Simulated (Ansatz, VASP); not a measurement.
Cs: VASP beside Ansatz

Contents of INCAR:

```
SYSTEM = Cs
PREC = Accurate
ENCUT = 520
EDIFF = 1E-6
ISMEAR = -1
SIGMA = 0.03
LREAL = .False.
LASPH = .True.
NELM = 100
ALGO = Normal
ISIF = 2
LWAVE = .False.
LCHARG = .False.
GGA = PE
NBANDS = 10
```

The input KPOINTS:

```
Automatic mesh
0
Gamma
  7 7 7
  0 0 0
```

The input POSCAR:

```
Cs
1.0
   -3.0771709509      3.0771709509      3.0771709509
    3.0771709509     -3.0771709509      3.0771709509
    3.0771709509      3.0771709509     -3.0771709509
Cs
1
Direct
    0.0000000000      0.0000000000      0.0000000000
```

Input for Ansatz:

```yaml
crystal:
  lattice:
    - [-3.0771709509, 3.0771709509, 3.0771709509]
    - [3.0771709509, -3.0771709509, 3.0771709509]
    - [3.0771709509, 3.0771709509, -3.0771709509]
  atoms:
    - { symbol: Cs, position: [0.0, 0.0, 0.0] }
hamiltonian:
  xc: pbe
  pseudopotentials:
    kind: paw
    azcp:
      Cs: "pseudopotentials/Cs.paw.azcp"
basis:
  ecutwfc: 420
  fft_grid_basis: typed
kpoints:
  mp_grid: { grid: [7, 7, 7], shift: [0, 0, 0] }
magnetization:
  spin_polarized: false
scf:
  occupations: { method: fermi_dirac, width: 0.03 }
  lower_state_search: "off"
output:
  stress: true
  write_density: true
  write_potential: true
  elf: true
  volumetric_format: npy
```

Alike in both runs: task single point; functional PBE; k mesh 7 × 7 × 7; occupations fermi-dirac, width 0.03 eV; no spin polarisation.

|  | VASP | Ansatz |
| --- | --- | --- |
| version | VASP 6.6.1 | Ansatz 0.2.0 |
| potentials or method | VASP PAW PBE potentials, release 64 (Cs_sv) | plane waves (420 eV) with PAW, scalar-relativistic |
| plane-wave cutoff (eV) | 520 | 420 |
| valence electrons in the cell | 9 | 9 |

```tsv
	VASP	Ansatz	Ansatz less VASP
pressure (GPa)	0.0	0.0	+0.01
```

The runs have no spin-orbit coupling, so splittings on Cs are missing.
